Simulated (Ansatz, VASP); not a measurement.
## Two plane-wave programs on Zr

```
Zr
1.0
     3.12107    0.00000    0.00000
    -1.56053    2.70292    0.00000
     0.00000    0.00000    5.06339
Zr
2
Direct
  0.33333 0.66667 0.25000
  0.66667 0.33333 0.75000
```

Alike in both runs: functional PBEsol; k mesh 15 × 15 × 8; occupations fermi-dirac, width 0.1 eV; no spin polarisation.

Ansatz relaxed the structure, and its values are those at the end. VASP's run is a single point on that final structure, the one shown.

|  | VASP | Ansatz |
| --- | --- | --- |
| version | VASP 6.6.1 | Ansatz 0.2.0 |
| potentials or method | VASP PAW PBE potentials, release 64 (Zr_sv) | scalar-relativistic, plane waves, PAW |
| plane-wave cutoff (eV) | 520 | 420 |
| valence electrons in the cell | 24 | 24 |

Ansatz gave:

| Item | Value |
| --- | --- |
| gap on the k mesh at the Fermi level (eV) | none |
| pressure (GPa) | 5.3 |

**Question.** Which values does VASP return?

**Answer.** gap on the k mesh at the Fermi level (eV): none; pressure (GPa): 5.4.

A gap of «none» marks a metal or a gap that the smearing closes.

Caveats: the PAW data sets were made with another functional, which shifts forces and pressure a little (VASP).
